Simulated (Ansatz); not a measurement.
# Ta: single points about a listed cell

Aim: see how energy, forces, stress and gap of Ta answer to moves of single atoms, further strains and shifts. Nothing is relaxed unless a step says so.

Method: DFT PBE, scalar-relativistic, plane waves, PAW, in Ansatz 0.2.0.

## Step 1: The system as given

The structure is hexagonal, space group P6_3/mmc (No. 194). Conventional cell: a = 2.900 Å, b = 2.900 Å, c = 5.166 Å, α = 90.00°, β = 90.00°, γ = 120.00°. Around Ta (site symmetry -6m2) lie 12 Ta at 2.90 to 3.08 Å.

Structure file:

```cif
data_structure
_symmetry_space_group_name_H-M 'P6_3/mmc'
_symmetry_Int_Tables_number 194
_cell_length_a 2.9004
_cell_length_b 2.9004
_cell_length_c 5.1663
_cell_angle_alpha 90.000
_cell_angle_beta 90.000
_cell_angle_gamma 120.000
_cell_volume 37.64
loop_
_atom_site_label
_atom_site_type_symbol
_atom_site_symmetry_multiplicity
_atom_site_Wyckoff_symbol
_atom_site_fract_x
_atom_site_fract_y
_atom_site_fract_z
_atom_site_occupancy
Ta1 Ta 2 c 0.66667 0.33333 0.75000 1
```

The structure comes from the Materials Project (structure only).

## Step 2: A distortion of lower symmetry

The change: strain xx, yy, zz, yz, xz, xy = -2.2, -4.5, -1.4, +0.2, +0.3, +2.0 %; atoms moved by 0.06 Å root mean square, at most 0.06 Å.

input.yaml reads:

```yaml
crystal:
  lattice:
    - [2.8357807865, 0.0580074415, 0.0082950641]
    - [-1.3676544754, 2.3688319948, -3.0688e-06]
    - [0.0147755436, 0.0085243521, 5.09632265]
  atoms:
    - { symbol: Ta, position: [0.6595190795, 0.3297595348, 0.761081685] }
    - { symbol: Ta, position: [0.3404809205, 0.6702404652, 0.238918315] }
basis:
  ecutwfc: 420
kpoints:
  mp_grid: { grid: [16, 16, 8] }
hamiltonian:
  xc: pbe
scf:
  occupations: { method: gaussian, width: 0.1 }
output:
  forces: true
  stress: true
  eigenvalues: true
  populations: true
```

## Step 3: A single atom displaced

input.yaml reads:

```yaml
crystal:
  lattice:
    - [2.9003720726, 0.0, 0.0]
    - [-1.4501860363, 2.5117958953, 0.0]
    - [0.0, 0.0, 5.166274]
  atoms:
    - { symbol: Ta, position: [0.6976971715, 0.33333333, 0.75] }
    - { symbol: Ta, position: [0.33333333, 0.66666667, 0.25] }
basis:
  ecutwfc: 420
kpoints:
  mp_grid: { grid: [15, 15, 8] }
hamiltonian:
  xc: pbe
scf:
  occupations: { method: gaussian, width: 0.1 }
output:
  forces: true
  stress: true
  eigenvalues: true
```

## Step 4: One atom moved

Changes to input.yaml since step 3:

```diff
@@ -6,4 +6,4 @@
   atoms:
-    - { symbol: Ta, position: [0.6976971715, 0.33333333, 0.75] }
-    - { symbol: Ta, position: [0.33333333, 0.66666667, 0.25] }
+    - { symbol: Ta, position: [0.66666667, 0.33333333, 0.75] }
+    - { symbol: Ta, position: [0.33333333, 0.66666667, 0.293551697] }
 basis:
```

Q: Predict the outcome of this session. Wanted: for each run, case; energy; pressure; largest force.

The runs gave:

```
step                            case  energy (meV/atom)  pressure (GPa)  largest force (eV/Å)  gap on the mesh (eV)
   2  a distortion of lower symmetry               +0.0            18.8                  1.58                  0.00
   3         a single atom displaced            -136.3*            -0.8                  0.11                  0.00
   4                  one atom moved              +6.3*             3.0                  2.46                  0.00
```

Energies are counted from step 2, with the smearing taken to zero; a star marks another k mesh, which can shift energies by itself, so starred rows don't rank against the others. A gap of 0.00 means none on the mesh at this level.

Among the distorted cells of the listed formula and level the largest force, 2.46 eV/Å, comes in step 4, shared by 2 atoms. The distorted cells of the listed formula and level show no gap on the mesh. Spin-orbit coupling is left out for Ta.
